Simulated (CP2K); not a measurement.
Runs of CP2K 2026.2 on TaN. It takes space group Fm-3m (No. 225, cubic). The conventional cell has a = 4.423 Å, b = 4.423 Å, c = 4.423 Å, α = 90.00°, β = 90.00°, γ = 90.00°. Around Ta (site symmetry m-3m) lie 6 N at 2.21 Å. Around N (site symmetry m-3m) lie 6 Ta at 2.21 Å. The cell comes from a database or a generator and needn't be the stable form of this composition.

```csv
level,potentials or basis,smearing,EPS_DEFAULT,NGRIDS,points a segment of the path (NPOINTS),bands added on the path,CUTOFF of the grids,gap on the mesh (eV),pressure (GPa)
PBEsol,"POTENTIAL_UZH Ta GTH-PBE-q13, N GTH-PBE-q5; TZVP-MOLOPT-PBE-GTH basis",fermi-dirac 0.1 eV,1.0E-9,4,10,2,450 Ry,none,(a)
r2SCAN,"POTENTIAL_UZH Ta GTH-SCAN-q13, N GTH-SCAN-q5; TZVP-MOLOPT-SCAN-GTH basis",fermi-dirac 0.05 eV,1.0E-10,4,6,6,675 Ry,none,-11.9
PBE,"POTENTIAL_UZH Ta GTH-PBE-q13, N GTH-PBE-q5; TZVP-MOLOPT-PBE-GTH basis",fermi-dirac 0.05 eV,1.0E-9,5,6,2,450 Ry,none,-5.8
LDA,"GTH_POTENTIALS Ta GTH-PADE-q13, N GTH-PADE-q5; TZVP-MOLOPT-PBE-GTH basis",fermi-dirac 0.0259 eV,1.0E-10,4,10,4,450 Ry,none,-119.4
```

Alike in all rows: task band structure; no spin polarisation; cell as given; k mesh 10 × 10 × 10.

Problem. Fill in the values left out.

Solution. (a) -13.1.

Caveats: spin-orbit coupling is left out, which moves the levels of the heavy elements; the basis of atomic orbitals isn't converged, which shifts pressures, moduli and gaps; the potentials were made for another functional, which shifts forces and pressure (some runs); a pressure of tens of GPa on the cell as given is suspect, and the run, the potentials or the cell itself is likely at fault (some runs).

A k mesh can miss the band edges, and the runs leave out spin-orbit coupling on Ta.

A gap of «none» marks a metal or a gap under the smearing width.
